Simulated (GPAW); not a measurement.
# Collinear magnetic orders of EuS with GPAW, part 2 of 2

A self-consistent run ends on one state, which hangs on the start. Several orders of EuS are started in GPAW and their energies compared.

GPAW 26.7.0; PBE with U = 6 eV on Eu f; plane waves with GPAW's PAW setups, scalar-relativistic.

So far, largest spin moment in the augmentation sphere (μB): step 2 (order 1, typed as ferro +) 6.78; step 3 (start 2: antiferro q=(0,1/2,1/2) +-) 6.78.

The database entry behind the starting cell differs from later determinations by our own check (0.1 to 0.3 % short, probably kX units), so it need not match the best structure at ambient conditions.

## 4. Start 3: antiferro q=(0,0,1/2) +-

Reversing part of the moments tests the sign of the couplings between them.

The cell is doubled to 4 atoms to hold this order. Its mesh is chosen so that both cells sample the same points.

order3.py reads:

```python
import json
import numpy as np
from ase import Atoms
from ase.parallel import paropen, parprint
from gpaw import GPAW

atoms = Atoms(['Eu', 'Eu', 'S', 'S'],
    cell=[[0.0, 2.9785, 2.9785],
         [2.9785, 0.0, 2.9785],
         [5.957, 5.957, 0.0]],
    scaled_positions=[[0.0, 0.0, 0.0],
         [0.0, 0.0, 0.5],
         [0.5, 0.5, 0.25],
         [0.5, 0.5, 0.75]],
    pbc=True,
    magmoms=[7.0, -7.0, 0.0, 0.0])
atoms.calc = GPAW(mode={'name': 'pw', 'ecut': 700},
    xc='PBE',
    kpts={'size': (8, 8, 4), 'gamma': True},
    occupations={'name': 'fermi-dirac', 'width': 0.05},
    convergence={'density': 1e-05, 'energy': 1e-05},
    maxiter=200,
    setups={'Eu': ':f,6.0'},
    symmetry={'tolerance': 1e-4},
    txt='order3.txt')
e = atoms.get_potential_energy(force_consistent=True)
res = {'free_energy': e, 'energy_sigma0': atoms.get_potential_energy(), 'fermi_energy': atoms.calc.get_fermi_level()}
res['moments'] = atoms.get_magnetic_moments().tolist()
res['total'] = atoms.get_magnetic_moment()
parprint('site moments (muB):', np.round(res['moments'], 3))
parprint(f"total moment: {res['total']:.3f} muB")
parprint(f'free energy: {e:.6f} eV')
atoms.calc.write('order3.gpw')
with paropen('results.json', 'w') as f:
    json.dump(res, f)
```

The run is started by

```
$ OMP_NUM_THREADS=1 mpirun -n 4 gpaw python order3.py > order3.log
```

What it wrote:

```text
site moments (muB): [ 6.786 -6.786  0.     0.   ]
total moment: 0.000 muB
free energy: -36.457535 eV

--- order3.txt ---
Input parameters:
  mode=PW(ecut=700),
  convergence={'density': 1e-05, 'energy': 1e-05},
  kpts=MonkhorstPack(size=(8, 8, 4), gamma=True),
  maxiter=200,
  occupations=Occupations(name='fermi-dirac', width=0.05),
  setups={'Eu': ':f,6.0'},
  symmetry=Symmetry(tolerance=0.0001),
  xc=XC(name='PBE')

[...]
|         29 |        11.155 |     0.000 |        11.155 |     0.000 |
|         30 |        11.942 |     0.000 |        11.942 |     0.000 |
|         31 |        12.589 |     0.000 |        12.589 |     0.000 |

Gap: 1.050 eV
Transition (v -> c):
  (s=0, k=0, n=22, [0.00, 0.00, 0.00]) -> (s=1, k=75, n=23, [0.50, 0.50, 0.00])
Direct/indirect transitions are different
Direct gap: 1.212 eV
Transition at: (s=0->1, k=75, n=22, [0.50, 0.50, 0.00])

[key lines of the parts left out:]
Free energy:     -36.457535
Converged in 12 steps
dipole moment: (-65.281382, -65.281382, -65.281382)  # |e|*Ang
Fermi level: 7.184
```

Run time: 2.1 min. Hardware: 4 MPI ranks of Arm Neoverse V2, shared host; peak memory 1.5 GiB; 8.3 min of CPU time.

Spin moment in the augmentation sphere by atom:

```tsv
atom	spin moment in the augmentation sphere (μB)
Eu1	6.79
Eu2	-6.79
S3	0.00
S4	0.00
```

Numbers from this step:

* magnetization: 0 μB
* final state: antiferromagnetic

It lies 2.91 meV a seeded atom over the first start, and its largest moment is 6.79 μB against 6.78 μB.

## 5. Run 4 (no spin polarisation)

This run holds no moments, which gives a state to set the others against.

nospin.py reads:

```python
import json
import numpy as np
from ase import Atoms
from ase.parallel import paropen, parprint
from gpaw import GPAW

atoms = Atoms(['Eu', 'S'],
    cell=[[0.0, 2.9785, 2.9785],
         [2.9785, 0.0, 2.9785],
         [2.9785, 2.9785, 0.0]],
    scaled_positions=[[0.0, 0.0, 0.0],
         [0.5, 0.5, 0.5]],
    pbc=True)
atoms.calc = GPAW(mode={'name': 'pw', 'ecut': 700},
    xc='PBE',
    kpts={'size': (8, 8, 8), 'gamma': True},
    occupations={'name': 'fermi-dirac', 'width': 0.05},
    convergence={'density': 1e-05, 'energy': 1e-05},
    maxiter=200,
    setups={'Eu': ':f,6.0'},
    symmetry={'tolerance': 1e-4},
    txt='nospin.txt')
e = atoms.get_potential_energy(force_consistent=True)
res = {'free_energy': e, 'energy_sigma0': atoms.get_potential_energy(), 'fermi_energy': atoms.calc.get_fermi_level()}
parprint(f'free energy: {e:.6f} eV')
atoms.calc.write('nospin.gpw')
with paropen('results.json', 'w') as f:
    json.dump(res, f)
```

The run is started by

```
$ OMP_NUM_THREADS=1 mpirun -n 4 gpaw python nospin.py > nospin.log
```

What it wrote:

```text
free energy: -7.331791 eV

--- nospin.txt ---
Input parameters:
  mode=PW(ecut=700),
  convergence={'density': 1e-05, 'energy': 1e-05},
  kpts=MonkhorstPack(size=(8, 8, 8), gamma=True),
  maxiter=200,
  occupations=Occupations(name='fermi-dirac', width=0.05),
  setups={'Eu': ':f,6.0'},
  symmetry=Symmetry(tolerance=0.0001),
  xc=XC(name='PBE')

Diagonalizing LCAO Hamiltonian
Converting LCAO to pw mode

[...]
|          0 |       -33.244 |     2.000 |
|        ... |               |           |
|          4 |        -5.415 |     2.000 |
|          5 |         5.299 |     2.000 |
|          6 |         5.299 |     2.000 |
|          7 |         5.299 |     2.000 |
[...]
|         14 |         9.311 |     0.000 |
|         15 |        10.340 |     0.000 |
|         16 |        10.340 |     0.000 |
|         17 |        10.340 |     0.000 |

No gap
No difference between direct/indirect transitions

[key lines of the parts left out:]
Free energy:      -7.331791
Converged in 27 steps
dipole moment: (-33.558853, -33.558853, -33.558853)  # |e|*Ang
Fermi level: 8.681
```

It took 21 s on 4 MPI ranks; peak memory 0.81 GiB.

Numbers from this step:

```yaml
final_state: non-magnetic (no spin polarisation)
```

It lies 10900 meV a seeded atom over the first start.

## 6. The states side by side

These are free energies at a smearing of 0.05 eV, so its entropy term is in the differences. They are divided by the number of seeded atoms, so that cells of unlike size compare. Wavevectors q in the names are fractions of the reciprocal vectors of the first run's cell.

Orders:

```tsv
start	final state	typed order kept	energy over the lowest (meV a seeded atom)	largest site moment (μB)	net moment (μB a primitive cell)	mesh matched	CPU time (s)
ferro +	ferromagnetic	yes	0	6.784	7	yes	72.73
antiferro q=(0,1/2,1/2) +-	antiferromagnetic	yes	5.697	6.781	0	yes	1567
antiferro q=(0,0,1/2) +-	antiferromagnetic	yes	2.912	6.786	0	yes	499.3
no spin polarisation	non-magnetic	-	10900	0	0	yes	85.02
```

## 7. Results

- lowest state found: ferromagnetic (typed ferro +)
- largest site moment: 6.78 μB
- next state: antiferromagnetic, 2.91 meV a seeded atom higher
- run without spin seeds, over the lowest: 10900 meV a seeded atom

What this shows: The lowest state found is ferromagnetic, reached from the start ferro +, with moments up to 6.78 μB. The two lowest states lie so close that the mesh, the functional or spin–orbit coupling could swap them. Under a U a spinless open shell is left with part-filled orbitals, which the U penalises, so its energy is no clean measure of what the moments gain. Only 4 starts are shown; other collinear patterns, canted and longer-period orders are not. The f shell is half filled, so the spin-only picture is fair.

[Logs and program files are shortened in this print: banners, set-up blocks, solver, clock and traceback lines can be left out without a mark of their own.]

[Logs are printed without paths, hosts, clocks, repeated set-up lines and the standing remarks that a program may print on its own settings, such as how far it seeks lower states.]

[Hosts, paths, dates, database ids (printed as entryN), source tags and the programs' standing remarks are cut or masked in the printed files.]

[Where a cell is said to come from a database of computed structures, the database is the Materials Project.]
